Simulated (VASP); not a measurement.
# As (Pm-3m) in VASP: further runs, part 2 of 2

VASP 6.6.1. The steps go on from the part before.

### 3 Phonon dispersion, LDA

This run uses another cell than the first one: it holds 27 atoms, not 1.

INCAR

```
  ALGO = Normal
  EDIFF = 1E-7
  ENCUT = 520
  IBRION = 6
  ISIF = 2
  ISMEAR = 0
  LASPH = True
  LCHARG = False
  LPHON_DISPERSION = True
  LREAL = Auto
  LWAVE = False
  NELM = 100
  NFREE = 2
  NSW = 1
  PHON_NWRITE = -3
  POTIM = 0.015
  PREC = Accurate
  SIGMA = 0.02
```

KPOINTS

```
k-points
0
Gamma
  2 2 2
```

POSCAR

```
As
1.0
    8.1110452332      0.0000000000      0.0000000000
    0.0000000000      8.1110452332      0.0000000000
    0.0000000000      0.0000000000      8.1110452332
As
27
Direct
    0.1666666667      0.1666666667      0.1666666667
    0.1666666667      0.1666666667      0.5000000000
    0.1666666667      0.1666666667      0.8333333333
    0.1666666667      0.5000000000      0.1666666667
    0.1666666667      0.5000000000      0.5000000000
    0.1666666667      0.5000000000      0.8333333333
    0.1666666667      0.8333333333      0.1666666667
    0.1666666667      0.8333333333      0.5000000000
    0.1666666667      0.8333333333      0.8333333333
    0.5000000000      0.1666666667      0.1666666667
    0.5000000000      0.1666666667      0.5000000000
    0.5000000000      0.1666666667      0.8333333333
    0.5000000000      0.5000000000      0.1666666667
    0.5000000000      0.5000000000      0.5000000000
    0.5000000000      0.5000000000      0.8333333333
    0.5000000000      0.8333333333      0.1666666667
    0.5000000000      0.8333333333      0.5000000000
    0.5000000000      0.8333333333      0.8333333333
    0.8333333333      0.1666666667      0.1666666667
    0.8333333333      0.1666666667      0.5000000000
    0.8333333333      0.1666666667      0.8333333333
    0.8333333333      0.5000000000      0.1666666667
    0.8333333333      0.5000000000      0.5000000000
    0.8333333333      0.5000000000      0.8333333333
    0.8333333333      0.8333333333      0.1666666667
    0.8333333333      0.8333333333      0.5000000000
    0.8333333333      0.8333333333      0.8333333333
```

QPOINTS

```
path GXMGRX,MR
8
line-mode
reciprocal
 0.0000000000  0.0000000000  0.0000000000  G
 0.0000000000  0.5000000000  0.0000000000  X

 0.0000000000  0.5000000000  0.0000000000  X
 0.5000000000  0.5000000000  0.0000000000  M

 0.5000000000  0.5000000000  0.0000000000  M
 0.0000000000  0.0000000000  0.0000000000  G

 0.0000000000  0.0000000000  0.0000000000  G
 0.5000000000  0.5000000000  0.5000000000  R

 0.5000000000  0.5000000000  0.5000000000  R
 0.0000000000  0.5000000000  0.0000000000  X

 0.5000000000  0.5000000000  0.0000000000  M
 0.5000000000  0.5000000000  0.5000000000  R
```

Potentials or basis: VASP PAW LDA potentials, release 64 (As).

Launch:

```
cat potpaw_LDA.64/As/POTCAR > POTCAR
mpirun -np 1 vasp_std > vasp.out
```

OUTCAR:

```text
EDIFF = 1E-7
   ENCUT = 520
   IBRION = 6
   ISIF = 2
   ISMEAR = 0
   LASPH = True
   LREAL = Auto
   NELM = 100
   NFREE = 2
   NSW = 1
   POTIM = 0.015
   PREC = Accurate

 ion  position               nearest neighbor table
   1  0.167  0.167  0.167-   2 2.70   4 2.70  10 2.70   7 2.70   3 2.70  19 2.70
   2  0.167  0.167  0.500-   1 2.70   3 2.70   5 2.70  11 2.70   8 2.70  20 2.70
   3  0.167  0.167  0.833-   2 2.70   6 2.70  12 2.70   9 2.70   1 2.70  21 2.70
   4  0.167  0.500  0.167-   1 2.70   5 2.70   7 2.70  13 2.70   6 2.70  22 2.70
   5  0.167  0.500  0.500-   2 2.70   4 2.70   6 2.70   8 2.70  14 2.70  23 2.70
   6  0.167  0.500  0.833-   3 2.70   5 2.70   9 2.70  15 2.70   4 2.70  24 2.70
[... 27 lines left out ...]
 A1 = (   8.1110452332,   0.0000000000,   0.0000000000)
 A2 = (   0.0000000000,   8.1110452332,   0.0000000000)
 A3 = (   0.0000000000,   0.0000000000,   8.1110452332)

Analysis of symmetry for initial positions (statically):
=====================================================================
 Subroutine PRICEL returns following result:

  LATTYP: Found a simple cubic cell.
 ALAT       =     2.7036817441

  Lattice vectors:

 A1 = (   2.7036817441,   0.0000000000,   0.0000000000)
 A2 = (   0.0000000000,   2.7036817449,   0.0000000000)
 A3 = (   0.0000000000,   0.0000000000,   2.7036817441)

  27 primitive cells build up your supercell.

 Routine SETGRP: Setting up the symmetry group for a
 simple cubic supercell.

 Subroutine GETGRP returns: Found 48 space group operations
 (whereof 48 operations were pure point group operations)
 out of a pool of 48 trial point group operations.

The static configuration has the point symmetry O_h .

Analysis of symmetry for dynamics (positions and initial velocities):
[... 283 lines left out ...]
 val. band max:        6.2323034669   @ k =   0.5000   0.5000   0.0000
 cond. band min:       6.3349445255   @ k =   0.0000   0.5000   0.0000
 fundamental gap:      0.1026410586
 Fermi energy:         6.2828960644

 k-point     1 :       0.0000    0.0000    0.0000
  band No.  band energies     occupation
      1      -9.0421      2.00000
      2      -7.1427      2.00000
      3      -7.1350      2.00000
      4      -7.1350      2.00000
      5      -7.1350      2.00000
      6      -7.1350      2.00000
[... 481 lines left out ...]
     78       7.8314      0.00000
     79       7.8314      0.00000
 [bands above 79 left out]

------------------------ aborting loop because EDIFF is reached ----------------------------------------

  FORCE on cell =-STRESS in cart. coord.  units (eV):
  Direction    XX          YY          ZZ          XY          YZ          ZX
  --------------------------------------------------------------------------------------
  -------------------------------------------------------------------------------------
  Total      -10.0129704    -10.0205051    -10.0205051      0.0000000     -0.0000000     -0.0000000
  in kB      -30.0637428    -30.0863654    -30.0863654      0.0000000     -0.0000000     -0.0000000
  external PRESSURE =     -30.0788246 kB  Pullay stress =       0.0000000 kB
[... 42 lines left out ...]
  FREE ENERGIE OF THE ION-ELECTRON SYSTEM (eV)
  ---------------------------------------------------
  free  energy   TOTEN  =      -144.1735363154 eV

  energy  without entropy=     -144.1735203049  energy(sigma->0) =     -144.17352831

 INTERNAL STRAIN TENSORS FROM DISPLACED ATOMS
 ============================================

 INTERNAL STRAIN TENSOR FOR ION    1 for displacements in x,y,z  (eV/Angst):
          X           Y           Z          XY          YZ          ZX
  --------------------------------------------------------------------------------
  x    -0.00000    -0.00000    -0.00000    -0.00000     0.00000     0.00000
  y    -0.00000    -0.00000    -0.00000     0.00000    -0.00000     0.00000
  z    -0.00000    -0.00000    -0.00000     0.00000     0.00000    -0.00000
[... 8 lines left out ...]
 INTERNAL STRAIN TENSOR FOR ION   27 for displacements in x,y,z  (eV/Angst):
          X           Y           Z          XY          YZ          ZX
  --------------------------------------------------------------------------------
  x    -0.00000    -0.00000    -0.00000    -0.00000     0.00000     0.00000
  y    -0.00000    -0.00000    -0.00000     0.00000    -0.00000     0.00000
  z    -0.00000    -0.00000    -0.00000     0.00000     0.00000    -0.00000

 Eigenvectors and eigenvalues of the dynamical matrix
   1 f  =    6.147648 THz    38.626813 2PiTHz  205.063470 cm-1    25.424618 meV
   2 f  =    6.147648 THz    38.626813 2PiTHz  205.063470 cm-1    25.424618 meV
   3 f  =    6.147648 THz    38.626813 2PiTHz  205.063470 cm-1    25.424618 meV
   4 f  =    6.147648 THz    38.626813 2PiTHz  205.063470 cm-1    25.424618 meV
   5 f  =    6.147648 THz    38.626813 2PiTHz  205.063470 cm-1    25.424618 meV
   6 f  =    6.147648 THz    38.626813 2PiTHz  205.063470 cm-1    25.424618 meV
[... 22 lines left out ...]
  29 f  =    4.989667 THz    31.351005 2PiTHz  166.437391 cm-1    20.635597 meV
  30 f  =    4.989667 THz    31.351005 2PiTHz  166.437391 cm-1    20.635597 meV

 ELASTIC MODULI CONTR FROM IONIC RELAXATION (kBar)
 Direction    XX          YY          ZZ          XY          YZ          ZX
 --------------------------------------------------------------------------------
 XX          -0.0000     -0.0000     -0.0000     -0.0000     -0.0000      0.0000
 YY          -0.0000     -0.0000     -0.0000     -0.0000     -0.0000      0.0000
 ZZ          -0.0000     -0.0000     -0.0000     -0.0000     -0.0000      0.0000
 XY          -0.0000     -0.0000     -0.0000     -0.0000      0.0000     -0.0000
 YZ          -0.0000     -0.0000      0.0000      0.0000      0.0000     -0.0000
 ZX           0.0000      0.0000      0.0000     -0.0000     -0.0000     -0.0000
 --------------------------------------------------------------------------------
[... 377 lines left out ...]
 q-point No.           q_x           q_y           q_z  q-path length
          48      0.500000      0.500000      0.500000       1.398182
  frequencies
   [THz]           6.692288      6.692288      6.692288
   [2Pi THz]      42.048888     42.048888     42.048888
   [cm-1]        223.230711    223.230711    223.230711
   [meV]          27.677068     27.677068     27.677068
```

It took 6.4 min on 1 thread of Intel Xeon 6975P-C (Granite Rapids), shared host; peak memory 0.48 GiB.

What came out:

| Property | Result |
| --- | --- |
| Highest phonon frequency | 223 cm⁻¹ |

Phonon frequencies in cm⁻¹ (negative: imaginary):
```csv
q point,frequencies
"(0.000, 0.000, 0.000)",0 0 0
"(0.000, 0.286, 0.000)",61 61 171
"(0.000, 0.500, 0.000)",78 78 219
"(0.286, 0.500, 0.000)",102 131 183
"(0.500, 0.500, 0.000)",115 155 155
"(0.214, 0.214, 0.000)",64 70 170
"(0.000, 0.000, 0.000)",0 0 0
"(0.286, 0.286, 0.286)",137 137 201
"(0.500, 0.500, 0.500)",223 223 223
"(0.214, 0.500, 0.214)",121 150 192
"(0.500, 0.500, 0.000)",115 155 155
"(0.500, 0.500, 0.286)",189 200 200
```

Phonon frequencies at the corners of the path (cm⁻¹, interpolated; i marks imaginary ones):
| point | frequencies |
| --- | --- |
| Γ | 0 0 0 |
| X | 78 78 219 |
| M | 115 155 155 |
| R | 223 223 223 |

Caveat: the k mesh is coarse (spacing up to 0.39 Å⁻¹), so the values aren't converged.

### 4 The reference run

An earlier run on the cell as given: functional PBE; potentials or basis VASP PAW PBE potentials, release 64 (As); cutoff 520 eV; k mesh 10 × 10 × 10; occupations fermi-dirac, width 0.05 eV; no spin polarisation.

- Pressure: 2.4 GPa
- Band gap on the k mesh: none (metal or under the smearing width)
